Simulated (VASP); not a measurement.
Write the native input for VASP 6.6.1 that does the following.

| Item | Value |
| --- | --- |
| Task | band structure |
| Functional | PBE0 |
| Potentials or basis | VASP PAW PBE potentials, release 64 (Sn_d, S) |
| Cutoff | 520 eV |
| k mesh | 2 × 4 × 4 |
| Occupations | gaussian, width 0.03 eV |
| Spin | no spin polarisation |
| Grid for exact exchange (PRECFOCK) | Fast |
| Exchange at q = 0 | truncated |
| Further INCAR settings | ALGO = Normal; EDIFF = 1e-07 |

The system is SnS.

```xyz
8
Lattice="11.1022 0.0000 0.0000 0.0000 3.9856 0.0000 0.0000 0.0000 4.2299" Properties=species:S:1:pos:R:3 pbc="T T T"
Sn    1.3158    0.9964    0.4652
Sn    4.2353    2.9892    2.5802
Sn    6.8669    0.9964    1.6497
Sn    9.7864    2.9892    3.7646
S     9.4730    0.9964    2.0065
S     7.1803    2.9892    4.1215
S     3.9219    0.9964    0.1084
S     1.6292    2.9892    2.2233
```

The input as run:

POSCAR

```
SnS                                     
1.0
   11.1022363227      0.0000000000      0.0000000000
    0.0000000000      3.9856081180     -0.0000000000
    0.0000000000     -0.0000000000      4.2298593717
  Sn              S             
     4     4
Direct
     0.1185163016469163    0.2500000000000000    0.1099912146110713
     0.3814836983530838    0.7500000000000000    0.6099912146110713
     0.6185163016469164    0.2500000000000000    0.3900087853889287
     0.8814836983530836    0.7500000000000000    0.8900087853889287
     0.8532534778391950    0.2500000000000000    0.4743740039375980
     0.6467465221608050    0.7500000000000000    0.9743740039375977
     0.3532534778391949    0.2500000000000000    0.0256259960624021
     0.1467465221608050    0.7500000000000000    0.5256259960624023
```

INCAR.step1

```
PREC = Accurate ; ENCUT = 520
EDIFF = 1E-5 ; ISMEAR = 0
SIGMA = 0.03 ; LREAL = False
LASPH = True ; NELM = 80
ALGO = Normal ; ISIF = 2
LWAVE = True ; LCHARG = False
KPAR = 4 ; GGA = PE
```

INCAR.step2

```
PREC = Accurate ; ENCUT = 520
EDIFF = 1E-7 ; ISMEAR = 0
SIGMA = 0.03 ; LREAL = False
LASPH = True ; NELM = 80
ALGO = Normal ; ISIF = 2
LWAVE = False ; LCHARG = False
GGA = PE ; LHFCALC = True
AEXX = 0.25 ; PRECFOCK = Fast
HFRCUT = -1 ; KPAR = 4
ISTART = 1
```

KPOINTS

```
Automatic mesh
0
Gamma
  2 4 4
```

KPOINTS_OPT

```
explicit points
8
Reciprocal
 0.0000000000  0.0000000000  0.0000000000 1
 0.5000000000  0.5000000000  0.5000000000 1
 0.0000000000  0.5000000000  0.5000000000 1
 0.5000000000  0.0000000000  0.5000000000 1
 0.5000000000  0.5000000000  0.0000000000 1
 0.0000000000  0.5000000000  0.0000000000 1
 0.0000000000  0.0000000000  0.5000000000 1
 0.5000000000  0.0000000000  0.0000000000 1
```

Potentials or basis: VASP PAW PBE potentials, release 64 (Sn_d, S).

Command:

```console
$ cat potpaw_PBE.64/Sn_d/POTCAR potpaw_PBE.64/S/POTCAR > POTCAR
$ cp INCAR.step1 INCAR
$ mpirun -np 4 vasp_std > vasp.out
$ cp INCAR.step2 INCAR
$ mpirun -np 4 vasp_std > vasp.out
```

It gave:

```
Pressure                : 1.3 GPa
Largest force           : 0.229 eV/Å
Band gap on the k mesh  : 1.74 eV, indirect (least direct gap 2.32 eV)
Band gap along the path : 1.74 eV, indirect (least direct gap 2.32 eV)
```

Caveat: the PAW data sets were made with another functional, which shifts forces and pressure a little; spin-orbit coupling is left out, which moves the levels of the heavy elements.

Wall time 51 min on 4 MPI ranks on Intel(R) Xeon(R) Platinum 8488C (Sapphire Rapids) (shared host), peak memory 0.63 GiB a rank.
